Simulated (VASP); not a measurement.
Te2Mo: single point with PBE

The system is Te2Mo.

```
Te Mo
1.0
     3.51820    0.00000    0.00000
    -1.75910    3.04685    0.00000
     0.00000    0.00000   13.97360
Te Mo
4 2
Direct
  0.66667 0.33333 0.37900
  0.33333 0.66667 0.87900
  0.66667 0.33333 0.12100
  0.33333 0.66667 0.62100
  0.66667 0.33333 0.75000
  0.33333 0.66667 0.25000
```

| Item | Value |
| --- | --- |
| Program | VASP 6.6.1 |
| Task | single point |
| Functional | PBE |
| Potentials or basis | VASP PAW PBE potentials, release 64 (Te, Mo_sv) |
| Cutoff | 520 eV |
| k mesh | 9 × 9 × 2 |
| Occupations | gaussian, width 0.012 eV |
| Spin | no spin polarisation |
| Further INCAR settings | ALGO = Normal; EDIFF = 1e-07; NBANDS = 35 |

The pressure is 2.9 GPa, the largest force is 0.189 eV/Å and the band gap on the k mesh is 0.78 eV, indirect (least direct gap 1.04 eV).

Forces in eV/Å, atoms in the order of the input:
```
Te   0.000  0.000  0.189
Te   0.000  0.000  0.189
Te   0.000  0.000 -0.189
Te   0.000  0.000 -0.189
Mo   0.000  0.000  0.000
Mo   0.000  0.000  0.000
```

Stress tensor (GPa, compression positive):
```
2.68 0.00 0.00
0.00 2.68 0.00
0.00 0.00 3.45
```

Levels at points of the mesh, in eV from the valence-band top:
| k point | band 24 | band 25 | band 26 | band 27 | band 28 | band 29 |
| --- | --- | --- | --- | --- | --- | --- |
| (0.00, 0.00, 0.00) | -1.03 | -0.32 | 0.00 | 2.90 | 2.90 | 3.03 |
| (0.00, 0.00, 0.50) | -1.04 | -0.08 | -0.08 | 2.94 | 2.94 | 2.94 |

Run time: 3.8 min on 1 thread of Intel(R) Xeon(R) Platinum 8259CL CPU @ 2.50GHz (Skylake/Cascade Lake) (shared host), peak memory 0.33 GiB.

The gap isn't set beside the measured one, since this odd mesh misses points on the zone boundary.

Caveat: spin-orbit coupling is left out, which moves the levels of the heavy elements; an odd mesh through Γ misses points on the zone boundary, where band edges often lie; this functional lacks dispersion, which binds the layers, so the pressure and a relaxed spacing across them are unreliable.
